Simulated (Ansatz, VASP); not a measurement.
InSe: VASP beside Ansatz

```
In Se
1.0
     5.82639   -2.05465    0.00000
     5.82639    2.05465    0.00000
    -1.72323    0.00000    4.81906
In Se
2 2
Direct
  0.88820 0.88820 0.04684
  0.11180 0.11180 0.95316
  0.66093 0.66093 0.66896
  0.33907 0.33907 0.33104
```

Change from the starting cell: strain = 0.01.

Alike in both runs: task relaxation of the atoms; functional PBE; k mesh 5 × 5 × 5; occupations fermi-dirac, width 0.05 eV; no spin polarisation.

```csv
,VASP,Ansatz
version,VASP 6.6.1,Ansatz 0.2.0
potentials or method,"VASP PAW PBE potentials, release 64 (In_d, Se)",Ansatz PAW
plane-wave cutoff (eV),520,420
valence electrons in the cell,38,58
```

```csv
,VASP,Ansatz,Ansatz less VASP
"gap on the k mesh at the Fermi level, each at its own relaxed structure (eV)",1.17,1.17,+0.005
```

The two sets of potentials don't hold the same shells in valence.

Caveats: spin-orbit coupling is left out, which moves the levels of the heavy elements; an odd mesh through Γ misses points on the zone boundary, where band edges often lie (VASP); odd divisions of the mesh miss points on the zone boundary, where band edges often lie, so the gap on the mesh can be too wide (Ansatz).
